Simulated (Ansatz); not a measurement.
**Straining InSb**

Level of theory: Ansatz, DFT PBE, scalar-relativistic, plane waves, PAW. (420 eV cutoff, 12×12×8 k-mesh, Gaussian smearing of 0.10 eV, no spin polarisation)

Starting point, cell and atoms relaxed:

```yaml
crystal:
  lattice:
    - [3.31661, 3.31661, 0.00000]
    - [-3.31661, 3.31661, 0.00000]
    - [0.00000, 0.00000, 6.63322]
  atoms:
    - { symbol: In, position: [0.00000, 0.00000, 0.00000] }
    - { symbol: In, position: [0.50000, 0.50000, 0.50000] }
    - { symbol: Sb, position: [0.50000, 0.00000, 0.75000] }
    - { symbol: Sb, position: [0.00000, 0.50000, 0.25000] }
```

Deformation: all cell vectors scaled alike, the atoms relaxed, all within the symmetry that the strain leaves. Energies are extrapolated to zero smearing. Stress is positive in compression, on the Cartesian axes of the cell above.

Strains computed: -3.0, -2.0, -1.0, +1.0, +2.0, +3.0 %.

(1) At which strain does the energy stand 3.4 meV/atom over the relaxed crystal with σxx = -0.99, σyy = -0.99, σzz = -1.00 GPa?

## Answers

(1) +1.0 %.